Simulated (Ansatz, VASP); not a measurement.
Two plane-wave programs on MgO (Periclase)

```
Mg O
1.0
     0.00000    2.10850    2.10850
     2.10850    0.00000    2.10850
     2.10850    2.10850    0.00000
Mg O
1 1
Direct
  0.00000 0.00000 0.00000
  0.50000 0.50000 0.50000
```

Alike in both runs: task single point; functional PBE; dispersion D3(BJ); k mesh 8 × 8 × 8; occupations gaussian, width 0.1 eV; no spin polarisation.

|  | VASP | Ansatz |
| --- | --- | --- |
| version | VASP 6.6.1 | Ansatz 0.2.0 |
| potentials or method | VASP PAW PBE potentials, release 64 (Mg, O) | scalar-relativistic, plane waves, PAW |
| plane-wave cutoff (eV) | 520 | 420 |
| valence electrons in the cell | 8 | 16 |

VASP gave:

- gap on the k mesh at the Fermi level (eV): 4.69
- least direct gap on the mesh (eV): 4.69
- pressure (GPa): -1.8

Problem. Which values does Ansatz return?

Solution. gap on the k mesh at the Fermi level (eV): 4.71; least direct gap on the mesh (eV): 4.71; pressure (GPa): -1.1.

The two sets of potentials don't hold the same shells in valence.

PBE gaps usually lie below the measured ones, often by a third to a half.
